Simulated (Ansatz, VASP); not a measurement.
# One calculation of As, two programs

The input POSCAR:

```
As
1.0
    3.5716238352      0.0000000000      0.0000000000
   -1.7858119176      3.0931169740      0.0000000000
    0.0000000000      0.0000000000     28.5742411176
As
2
Direct
    0.3333333333      0.6666666667      0.4755450769
    0.6666666667      0.3333333333      0.5244549231
```

File INCAR.step1:

```
  PREC = Accurate
  ENCUT = 520
  EDIFF = 1E-5
  ISMEAR = 0
  SIGMA = 0.02
  LREAL = F
  LASPH = T
  NELM = 100
  ALGO = Normal
  ISIF = 2
  LWAVE = T
  LCHARG = F
  LDIPOL = T
  IDIPOL = 3
  DIPOL = 0.5 0.5 0.500
  NBANDS = 12
  GGA = PE
```

File INCAR.step2:

```
  PREC = Accurate
  ENCUT = 520
  EDIFF = 1E-6
  ISMEAR = 0
  SIGMA = 0.02
  LREAL = F
  LASPH = T
  NELM = 100
  ALGO = Normal
  ISIF = 2
  LWAVE = F
  LCHARG = F
  LDIPOL = T
  IDIPOL = 3
  DIPOL = 0.5 0.5 0.500
  GGA = PE
  LHFCALC = T
  HFSCREEN = 0.2079
  PRECFOCK = Normal
  IVDW = 12
  VDW_S6 = 1.0
  VDW_S8 = 2.31
  VDW_A1 = 0.383
  VDW_A2 = 5.685
  NBANDS = 12
  ISTART = 1
```

The input KPOINTS:

```
regular mesh
0
Gamma
  6 6 1
```

Input for Ansatz:

```yaml
crystal:
  lattice:
    - [3.5716238352, 0.0, 0.0]
    - [-1.7858119176, 3.093116974, 0.0]
    - [0.0, 0.0, 28.5742411176]
  atoms:
    - { symbol: As, position: [0.3333333333, 0.6666666667, 0.4755450769] }
    - { symbol: As, position: [0.6666666667, 0.3333333333, 0.5244549231] }
  periodic: [true, true, false]
basis:
  ecutwfc: 420
kpoints:
  mp_grid: { grid: [6, 6, 1] }
  band_path:
    path:
      - [0, 0, 0]
      - [0.5, 0, 0]
      - [0.3333333333333, 0.3333333333333, 0]
      - [0, 0, 0]
    npoints: 3
hamiltonian:
  xc: hse06
  dispersion: d3bj
scf:
  occupations: { method: gaussian, width: 0.02 }
output:
  forces: true
  stress: true
  eigenvalues: true
  populations: true
  write_density: true
  write_potential: true
  elf: true
  volumetric_format: npy
```

Alike in both runs: task single point; functional HSE06; dispersion D3(BJ); k mesh 6 × 6 × 1; occupations gaussian, width 0.02 eV; no spin polarisation.

```csv
,VASP,Ansatz
version,VASP 6.6.1,Ansatz 0.2.0
potentials or method,"VASP PAW PBE potentials, release 64 (As)","scalar-relativistic, plane waves, PAW"
plane-wave cutoff (eV),520,420
valence electrons in the cell,10,30
```

```tsv
	VASP	Ansatz	Ansatz less VASP
gap on the k mesh at the Fermi level (eV)	2.17	2.16	-0.017
least direct gap on the mesh (eV)	2.82	2.83	+0.017
rms of the force components (eV/Å)	0.288	0.288	-0.0002
dispersion energy (meV/atom)	-237.2	-237.2	+0.05
```

Atom by atom the forces differ by 0.000 eV/Å (rms over components). With one functional, cell and mesh, what is left measures potentials, basis and numerics. The two sets of potentials don't hold the same shells in valence. Ansatz warned: «stress_exchange_threshold_loose».

Caveats: the PAW data sets were made with another functional, which shifts forces and pressure a little (VASP).
